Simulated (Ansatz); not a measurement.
# Mg (P6/mmm, 1 atom in the cell): a soft mode frozen in

Which phase does Mg (P6/mmm, 1 atom in the cell) fall into along its unstable mode, and how much energy does it gain?

Program: Ansatz 0.2.0. Level of theory: DFT PBEsol, scalar-relativistic, plane waves, PAW. Results are calculated unless marked as measured.

This is not the structure that Mg takes at ambient pressure and room temperature (hexagonal, No. 194); it is a model or a phase of other conditions.

### 1. Starting point

The structure is hexagonal, space group P6/mmm (No. 191). Conventional cell: a = 3.076 Å, b = 3.076 Å, c = 3.063 Å, α = 90.00°, β = 90.00°, γ = 120.00°. Mg has 8 Mg at 3.06 to 3.08 Å nearest.

Coordinates:

```cif
data_structure
_symmetry_space_group_name_H-M 'P6/mmm'
_symmetry_Int_Tables_number 191
_cell_length_a 3.0756
_cell_length_b 3.0756
_cell_length_c 3.0625
_cell_angle_alpha 90.000
_cell_angle_beta 90.000
_cell_angle_gamma 120.000
_cell_volume 25.09
loop_
_atom_site_label
_atom_site_type_symbol
_atom_site_symmetry_multiplicity
_atom_site_Wyckoff_symbol
_atom_site_fract_x
_atom_site_fract_y
_atom_site_fract_z
_atom_site_occupancy
Mg1 Mg 1 a 0.00000 0.00000 0.00000 1
```

### 2. Response at finite wavevector

The cell comes from relaxations at this level that are not shown. Stability and thermal properties need the whole zone. Linear response on a 3×3×4 q mesh gives force constants as far as a supercell of that size would.

File input.yaml:

```yaml
crystal:
  lattice:
    - [3.0755538064, 0.0, 0.0]
    - [-1.5377769032, 2.6635077271, 0.0]
    - [0.0, 0.0, 3.0625243538]
  atoms:
    - { symbol: Mg, position: [0.0, 0.0, 0.0] }
kpoints:
  mp_grid: { grid: [15, 15, 12] }
hamiltonian:
  xc: pbesol
scf:
  occupations: { method: methfessel_paxton, width: 0.15 }
output:
  eigenvalues: true
phonons:
  method: dfpt
  qmesh: [3, 3, 4]
  temperatures: { t_max: 1000, t_step: 50 }
  qpath:
    path:
      - [[0.0, 0.0, 0.0], [0.5, 0.0, 0.0], [0.33333333, 0.33333333, 0.0], [0.0, 0.0, 0.0], [0.0, 0.0, 0.5], [0.5, 0.0, 0.5], [0.33333333, 0.33333333, 0.5], [0.0, 0.0, 0.5]]
      - [[0.5, 0.0, 0.5], [0.5, 0.0, 0.0]]
      - [[0.33333333, 0.33333333, 0.5], [0.33333333, 0.33333333, 0.0]]
    npoints: 10
```

Started as:

```sh
$ ansatz run input.yaml --threads 4 --pin off --max-ram 7168MiB --backend cpu --events-out ev --progress --plain --runs-dir out
```

Numbers of over 12 decimals in the logs are rounded to 6 here.

The program printed:

```text
Engine: ansatz 0.2.0, aarch64-unknown-linux-gnu
Pseudopotentials: kind: paw
Pseudopotential: Mg, paw, valence charge 10, recommended cutoff 420 eV (normal), Mg.paw.azcp
Functional definition: PBEsol
  exchange = pbesol_x
  correlation = pbesol_c
Crystal: 1 atoms, lattice volume = 25.087 Å³
Basis set: ecut = 420 eV, 515 PW (Γ), exchange–correlation on 48×48×48 points (8 copies of the dense FFT grid, shifted against one another)
Bands: 9, of which v1, the nominal top of the filled ones, is band 5 counted from 1 (4 counted from 0)
Symmetry: 24 space group operations
k-points: 189 of 2700
Non-local potential: Mg, projectors of the file, l = 0: 3, l = 1: 2, l = 2: 1
PAW form: soft (Blöchl's): semilocal exchange-correlation on the pseudo side does not see the compensation charge
PAW frozen core: Mg, regenerated for the run's functional, and the local potential with it (the file was generated under x = pbe(κ = 0.804, μ = 0.219515), c = pbe(β = 0.066725))
PAW one-centre angular grid: Mg, 110 points (default); XC on 64 Gauss nodes
Initial density: superposition of atomic densities (neutral atoms: chi_scale 0, normalization atom), corrected by the library's trained network
Initial wavefunctions: pseudopotential atomic-orbital guess
Functional: x = pbesol(κ = 0.804, μ = 0.123457), c = pbesol(β = 0.046)
SCF iter   1: F=—  HF=-1911.816863 eV  |F-HF|=—  |Δ(HF+E_count)|=         —  Δρ=2.03e-3  dr2=6.17e-4  ethr=1.77e-3  ⟨swp⟩=5.5  Hψ=11762  notcnv=0
preconditioner: auto → none  [metal: Δε(μ)=0.066 eV  Ē_g=9.438 eV  σ=0.150 eV  W_gap=0.35  n_scr=2 (ndim 8)  ℏωp=10.5 eV  f_vac=0.000  D(μ)=0.56/eV (n_scr^D=0)  sad-step TF]
SCF iter   2: F=—  HF=-1911.816505 eV  |F-HF|=—  |Δ(HF+E_count)|=   3.58e-4  S|Δr|=    0.00e0  Δρ=9.55e-4  dr2=1.90e-4  ethr=6.17e-6  ⟨swp⟩=2.5  Hψ=3810  notcnv=0
SCF iter   3: F=—  HF=-1911.816452 eV  |F-HF|=—  |Δ(HF+E_count)|=   5.32e-5  S|Δr|=    0.00e0  Δρ=1.65e-4  dr2=7.24e-6  ethr=1.90e-6  ⟨swp⟩=2.3  Hψ=2605  notcnv=0  defer=4
SCF iter   4: F=—  HF=-1911.816452 eV  |F-HF|=—  |Δ(HF+E_count)|=   3.07e-7  S|Δr|=    0.00e0  Δρ=6.51e-5  dr2=4.81e-7  ethr=7.24e-8  ⟨swp⟩=2.0  Hψ=2532  notcnv=0  defer=4
SCF iter   5: F=—  HF=-1911.816451 eV  |F-HF|=—  |Δ(HF+E_count)|=   1.01e-6  S|Δr|=    0.00e0  Δρ=5.37e-6  dr2=2.75e-9  ethr=4.81e-9  ⟨swp⟩=2.0  Hψ=2631  notcnv=0  defer=4
SCF iter   6: F=—  HF=-1911.816451 eV  |F-HF|=—  |Δ(HF+E_count)|=   3.35e-9  S|Δr|=    0.00e0  Δρ=5.90e-7  dr2=3.36e-11  ethr=2.75e-11  ⟨swp⟩=2.0  Hψ=2646  notcnv=0  defer=4
SCF iter   7: F=-1911.816451 eV  HF=-1911.816451 eV  |F-HF|=6.82e-13  |Δ(HF+E_count)|=  3.89e-11  S|Δr|=    0.00e0  Δρ=5.52e-8  dr2=3.24e-13  ethr=1.00e-12  ⟨swp⟩=5.1  Hψ=5746  notcnv=0
SCF 1 converged in 7 iterations: F = -1911.816451 eV  dr2 = 3.24e-13
  greatest PAW one-centre occupation: 1.000 electrons in one spin orbital (limit 2), on the Mg atom at site 0 (counted from 0), in its partial waves of l = 0
NSCF: frozen V_eff on 189 k-points
NSCF: frozen V_eff on 448 k-points
DFPT response loops at q = (0, 0, 0) (fractional): preconditioner auto → Kerker (q_TF=auto, 2.341 Å⁻¹) (partly filled bands, converged f_vac=0.000); β = 1.00, the filter's whole step (`scf.mixing.beta` (0.50) is not read by the response loops under this deck's `scf.mixing.preconditioner`; to damp them name `kerker` or `kerker_dos`, under which they read `scf.mixing.beta`, and type it under 1.00, their step now; both keys bind the ground state too); Broyden in place of MSR1
NSCF: frozen V_eff on 1536 k-points
DFPT response loops at q = (0, 0, 0.25) (fractional): mixed as the last ones told, above
NSCF: frozen V_eff on 896 k-points
DFPT response loops at q = (0, 0, -0.5) (fractional): mixed as the last ones told, above
NSCF: frozen V_eff on 1680 k-points
DFPT response loops at q = (0, 0.333333, 0) (fractional): mixed as the last ones told, above
NSCF: frozen V_eff on 2880 k-points
DFPT response loops at q = (0, 0.333333, 0.25) (fractional): mixed as the last ones told, above
NSCF: frozen V_eff on 1680 k-points
DFPT response loops at q = (0, 0.333333, -0.5) (fractional): mixed as the last ones told, above
NSCF: frozen V_eff on 1680 k-points
DFPT response loops at q = (0.333333, 0.333333, 0) (fractional): mixed as the last ones told, above
NSCF: frozen V_eff on 2880 k-points
DFPT response loops at q = (0.333333, 0.333333, 0.25) (fractional): mixed as the last ones told, above
NSCF: frozen V_eff on 1680 k-points
DFPT response loops at q = (0.333333, 0.333333, -0.5) (fractional): mixed as the last ones told, above
SCF converged after 7 iterations
Stability not checked: this state was not tested for a lower state beside it, because cold or Methfessel-Paxton smearing, or corrected tetrahedra, fill the levels in a way that the test cannot read (fill_not_monotonic; see scf.lower_state_search)
Free energy (F): -1911.816451 eV
Harris-Foulkes:  -1911.816451 eV  (|F-HF|=6.82e-13)
Internal energy: -1911.815713 eV  (E = F + TS)
E sigma→0 (E₀):  -1911.816266 eV
Entropy (-TS):   -0.000738 eV (-0.738 meV/atom)
Fermi energy:    4.845596 eV
--- Per-component energies (eV) ---
  E_band       = -364.226255
  E_kinetic    = 74.514910
  E_local      = -1670.597570  (includes V_loc(G=0)·N_el)
  E_nonlocal   = 96.642285
  E_hartree    = 599.268681
  E_xc         = -27.825493
  E_vxc        = -36.074054  (∫ρ·V_xc dr)
  E_paw        = -281.449135  (= ΣΔE_a)
  E_vpaw       = -27.249211  (= ΣTr[D̂ρ^β])
  E_aug_tail   = -0.000002  (compensation charges beyond the density's cutoff)
  E_ewald      = -702.428252
  E_core_change = 0.058862  (= ΣΔE_core)
  E_smearing   = -0.000738  (= −TS)
  E_closure    = 0.000000  (closes the sum)
  Σ components = -1911.816451   (vs F -1911.816451, Δ=0.00e0)
--- Band table (eV; the first three rows and the last of 189) ---
  k-point 0: bands = ["-70.8947", "-37.8397", "-37.8109", "-37.8109", "-1.6778", "12.8318", "13.5132", "17.2752", "17.2752"]
  k-point 1: bands = ["-70.8946", "-37.8415", "-37.8107", "-37.8107", "-1.5667", "10.9626", "15.4351", "17.3694", "17.3694"]
  k-point 2: bands = ["-70.8943", "-37.8464", "-37.8104", "-37.8104", "-1.2344", "8.9060", "17.5994", "17.6462", "17.6462"]
  k-point 188: bands = ["-70.8893", "-37.8608", "-37.8344", "-37.8344", "7.8954", "7.8954", "8.4910", "9.6413", "9.6413"]
--- Phonons (Γ-DFPT): 2 representative perturbations + reference (Σ response iterations 6) ---
  ASR residual: 6.573e-5 → 0.000e0 eV/Å²; symmetrization residual: 6.480e-12 eV/Å²
  ASR residual per site (eV/Å²): 6.57e-5
  Γ frequencies (cm⁻¹): 0.00 0.00 0.00
--- Phonons (arbitrary-q DFPT): 9 irreducible q on the 3×3×4 mesh ---
  q = [0.0000, 0.0000, 0.0000] (star 1, of the zone-centre solve; hermiticity 1.36e-9, symmetrization 9.86e-8): -0.00 -0.00 0.00
  q = [0.0000, 0.0000, 0.2500] (star 2, 2 solved perturbations in 1092 linear systems a pass and spin channel, the states on 768 of 2700 k-point pairs; hermiticity 4.87e-14, symmetrization 2.50e-12): -73.12 -73.12 153.02
  q = [0.0000, 0.0000, -0.5000] (star 1, 2 solved perturbations in 637 linear systems a pass and spin channel, the states on 448 of 2700 k-point pairs; hermiticity 1.90e-14, symmetrization 1.06e-12): -111.34 -111.34 206.64
  q = [0.0000, 0.3333, 0.0000] (star 6, 3 solved perturbations on 840 of 2700 k-point pairs; hermiticity 5.21e-14, symmetrization 1.15e-13): -104.02 133.61 220.74
  q = [0.0000, 0.3333, 0.2500] (star 12, 3 solved perturbations on 1440 of 2700 k-point pairs; hermiticity 1.75e-7, symmetrization 4.53e-14): 117.42 132.60 219.27
  q = [0.0000, 0.3333, -0.5000] (star 6, 3 solved perturbations on 840 of 2700 k-point pairs; hermiticity 1.40e-13, symmetrization 3.53e-14): 101.94 218.93 221.03
  q = [0.3333, 0.3333, 0.0000] (star 2, 2 solved perturbations in 1162 linear systems a pass and spin channel, the states on 840 of 2700 k-point pairs; hermiticity 9.53e-14, symmetrization 2.03e-12): -128.02 219.12 219.12
  q = [0.3333, 0.3333, 0.2500] (star 4, 2 solved perturbations in 1992 linear systems a pass and spin channel, the states on 1440 of 2700 k-point pairs; hermiticity 4.73e-8, symmetrization 4.14e-8): 127.79 218.29 218.29
  q = [0.3333, 0.3333, -0.5000] (star 2, 2 solved perturbations in 1162 linear systems a pass and spin channel, the states on 840 of 2700 k-point pairs; hermiticity 8.58e-14, symmetrization 6.90e-13): 211.42 211.42 216.90
  sum rule: each row above includes the acoustic sum rule's correction from the zone centre's row sums; it moved no ω² by more than (0.86 cm⁻¹)²
  mesh force constants: q→R imaginary residual 0.00e0; ASR residual 6.573e-5 → 0.000e0 eV/Å²; symmetrization residual 1.332e-15 eV/Å²
  interpolated dispersion: 93 rows × 3 modes
  density of states and harmonic sums: on the 24×24×20 q-mesh, interpolated from the force constants of a 3×3×4 supercell (no non-analytic term)
  largest difference from the sums on the solved wave vectors: F 2.77e-2 eV, S 3.41e-5 and C_V 9.95e-6 eV/K
  zero-point energy: 0.027099 eV/cell   skipped modes (ω ≤ 0): 312, of them read as no rigid motion or as one in doubt: 309 (3.970e-1 modes/cell left out, lowest -128.02 cm⁻¹)   left out of the sums: 1.32e-1 of the cell's modes: C_V's classical limit lies that fraction below 3 k_B per atom; for a crystal, a wire or a layer, F and S can be off by more, and a phonons.interpolated_qmesh denser along its periods is the remedy for the sampling
```

The job ended after 47 s (4 threads of Arm Neoverse V2, shared host; peak memory 0.87 GiB; 3 min of CPU time).

This step gave:

- volume per atom: 25.09 Å³
- gap on the k-mesh: 0 eV
- sum-rule residual before enforcement: 6.57e-5 eV/Å²
- lowest frequency on the path: -128.0 cm⁻¹
- highest frequency on the path or at a solved wavevector: 257.8 cm⁻¹
- lowest mode on the q mesh (acoustic modes at Γ apart): -128.0 cm⁻¹

Frequencies (cm⁻¹) solved at each irreducible wavevector; negative means imaginary. Frequencies by wavevector, by row:

```csv
q in reciprocal lattice units,star,mode 1,mode 2,mode 3
0 0 0,1,0,0,0
0 0 0.25,2,-73.1,-73.1,153
0 0 -0.5,1,-111.3,-111.3,206.6
0 0.3333 0,6,-104,133.6,220.7
0 0.3333 0.25,12,117.4,132.6,219.3
0 0.3333 -0.5,6,101.9,218.9,221
0.3333 0.3333 0,2,-128,219.1,219.1
0.3333 0.3333 0.25,4,127.8,218.3,218.3
0.3333 0.3333 -0.5,2,211.4,211.4,216.9
```

Interpolated from a 3×3×4 q mesh. The phonon branches at the labelled points (cm⁻¹):

```csv
point,branch 1,branch 2,branch 3
Γ,0,0,0
halfway,-85,110,181
M,-120,152,254
halfway,-124,178,244
K,-128,219,219
halfway,-95,132,195
Γ,0,0,0
halfway,-73,-73,153
A,-111,-111,207
halfway,60,169,218
L,128,222,258
halfway,160,220,245
H,211,211,217
halfway,100,187,219
A,-111,-111,207
jump to L,128,222,258
halfway,127,141,256
M,-120,152,254
jump to H,211,211,217
halfway,128,218,218
K,-128,219,219
```

The phonon branches as a text plot (rows in cm⁻¹):

```
    250 |     ****                     ****          ******
    234 |         * ***               *    *  **
    218 |          *   *            **************** *     ******
    202 |    *      *           ****        **      *
    185 |   *     *  *                                *     *
    169 |        *    * *      *     *     *  *        *     *
    153 |  *  ***      *                  *    * *       **
    137 |                *               *      *     ***
    121 |    *                *     *  **            *
    105 |   *           *    *        *           *
     89 |  *             **
     73 | *                                             *     *
     57 | *               *          *           *
     41 |*                 **
     25 |*                 *
      9 |
     -7 |                   *
    -24 |*                 *
    -40 | *               *  *      *              *
    -56 |                *    *                   *
    -72 |  *            *          *
    -88 |   *                  *   *               *     *
   -104 |    *         *        ***                 *          *
   -120 |     *********                                   *     *
         Γ     M   K       Γ     A      L   H      A|L   M|H    K
```

Symmetry leaves 9 wavevectors to solve. The lowest mode among them, the acoustic zeros apart, lies at q = (0.333, 0.333, 0) and is imaginary, 128.0i cm⁻¹, so the energy falls along it.

### 3. The mode frozen in, largest atomic shift 0 Å

The mode followed lies at q = (0, 0, -0.5) with frequency 111.3i cm⁻¹ and is 2-fold degenerate, one of the unstable modes though not the softest. At small amplitude the distorted cell has space group no. 11 by a symmetry search on the positions. The undistorted cell that holds it gives the zero of energy on the same k mesh.

System of this step: Mg. The structure is hexagonal, space group P6/mmm (No. 191). The conventional cell has a = 3.076 Å, b = 3.076 Å, c = 3.063 Å, α = 90.00°, β = 90.00°, γ = 120.00°. Mg has 8 Mg at 3.06 to 3.08 Å nearest.

input.yaml, the sections that differ from step 2:

```yaml
crystal:
  lattice:
    - [3.0755538064, 0.0, 0.0]
    - [1.5377769032, 2.6635077271, 0.0]
    - [0.0, 0.0, 6.1250487076]
  atoms:
    - { symbol: Mg, position: [0.0, 0.0, 0.0] }
    - { symbol: Mg, position: [0.0, 0.0, 0.5] }
kpoints:
  mp_grid: { grid: [15, 15, 6] }
output:
  forces: true
  stress: true
  eigenvalues: true
# hamiltonian, scf: as in step 2
# phonons: removed
```

The program printed:

```text
[...]
Crystal: 2 atoms, lattice volume = 50.175 Å³
Basis set: ecut = 420 eV, 1005 PW (Γ), exchange–correlation on 48×48×90 points (8 copies of the dense FFT grid, shifted against one another)
Bands: 14, of which v1, the nominal top of the filled ones, is band 10 counted from 1 (9 counted from 0)
Symmetry: 48 space group operations
[...]
k-points: 108 of 1350
[...]
--- Band table (eV; the first three rows and the last of 108) ---
  k-point 0: bands = [... 6 lower, -37.8088, -37.8088, -1.6778, 1.9453, 2.5840, 12.8318, 13.5132, 17.2752]
  k-point 1: bands = [... 6 lower, -37.8090, -37.8090, -1.5667, 1.0402, 3.6874, 10.9626, 15.4351, 17.3694]
  k-point 2: bands = [... 6 lower, -37.8094, -37.8094, -1.2344, 0.0791, 5.2421, 8.9060, 17.5994, 17.6463]
  k-point 107: bands = [... 6 lower, -37.8356, -37.8356, 5.8515, 5.8515, 5.8515, 5.8515, 6.6571, 6.6571]
[key lines of the parts left out:]
SCF converged after 5 iterations
Free energy (F): -3823.632901 eV
Fermi energy:    4.845604 eV
P = ⅓ Tr σ = 0.0001 GPa (0.001 kbar)
```

It took 0.72 s on 4 threads; peak memory 0.34 GiB; 2.4 s of CPU time.

This step gave:

```
pressure                         : 6.18e-5 GPa
energy from the undistorted cell : 0 meV/atom
```

The run ends at a pressure of 0.00 GPa.

### 4. The mode frozen in, largest atomic shift 0.6 Å

The atoms are moved along the unstable eigenvector, the largest shift by 0.6 Å, with the cell fixed.

input.yaml, the sections that differ from step 3:

```yaml
crystal:
  lattice:
    - [3.0755538064, 0.0, 0.0]
    - [1.5377769032, 2.6635077271, 0.0]
    - [0.0, 0.0, 6.1250487076]
  atoms:
    - { symbol: Mg, position: [-0.164010006, 0.215737588, 0.0] }
    - { symbol: Mg, position: [0.164010006, -0.215737588, 0.5] }
# kpoints, hamiltonian, scf, output: as in step 3
```

The program printed:

```text
[...]
Crystal: 2 atoms, lattice volume = 50.175 Å³
Basis set: ecut = 420 eV, 1005 PW (Γ), exchange–correlation on 48×48×90 points (8 copies of the dense FFT grid, shifted against one another)
Bands: 14, of which v1, the nominal top of the filled ones, is band 10 counted from 1 (9 counted from 0)
Symmetry: 4 space group operations
[...]
k-points: 452 of 1350
[...]
--- Band table (eV; the first three rows and the last of 452) ---
  k-point 0: bands = [... 6 lower, -37.7706, -37.7693, -1.6665, 1.9488, 2.6191, 13.2173, 13.5127, 17.4026]
  k-point 1: bands = [... 6 lower, -37.7705, -37.7694, -1.5554, 1.0521, 3.7169, 11.1086, 15.6827, 17.4856]
  k-point 2: bands = [... 6 lower, -37.7703, -37.7696, -1.2231, 0.0909, 5.2809, 8.9955, 17.6550, 17.7211]
  k-point 451: bands = [... 6 lower, -37.7853, -37.7853, 4.1891, 4.1891, 4.9175, 4.9175, 11.5010, 11.5010]
[key lines of the parts left out:]
SCF converged after 5 iterations
Free energy (F): -3823.860449 eV
Fermi energy:    4.834123 eV
P = ⅓ Tr σ = -1.2936 GPa (-12.936 kbar)
```

Wall time 2.6 s (4 threads); peak memory 0.51 GiB.

This step gave:

| Item | Value |
| --- | --- |
| pressure | -1.294 GPa |
| energy from the undistorted cell | -113.9 meV/atom |

The energy, extrapolated to zero smearing, is -113.86 meV/atom against the undistorted cell.

The run ends at a pressure of -1.29 GPa, with forces up to 0.17 eV/Å.

### 5. Energy along the mode, all amplitudes (two of the runs are shown above)

An imaginary frequency means negative curvature, so the energy should fall and then rise again as anharmonic terms take over.

This step gave:

* depth at the lowest point sampled: 113.9 meV/atom
* largest atomic shift at that point: 0.6 Å

Table of energy from the parent by largest atomic shift:

```csv
largest atomic shift (Å),energy from the parent (meV/atom)
0.000,0
0.040,-0.889
0.080,-3.52
0.140,-10.5
0.220,-24.7
0.320,-48.0
0.450,-81.4
0.600,-114
```

Displacement at unit largest shift by atom:

```csv
atom,x (Å),y (Å),z (Å),size
Mg1,-0.29,0.96,0.00,1.00
Mg2,0.29,-0.96,0.00,1.00
```

The lowest of the steps tried is the last one, at 0.6 Å, 114 meV/atom below the parent; the bottom of the well need not coincide with a step.

(Part 1 of 2 ends here.)

[Logs are printed without paths, hosts, clocks, repeated set-up lines and the standing remarks that a program may print on its own settings, such as how far it seeks lower states.]

[Hosts, paths, dates, database ids (printed as entryN), source tags and the programs' standing remarks are cut or masked in the printed files.]
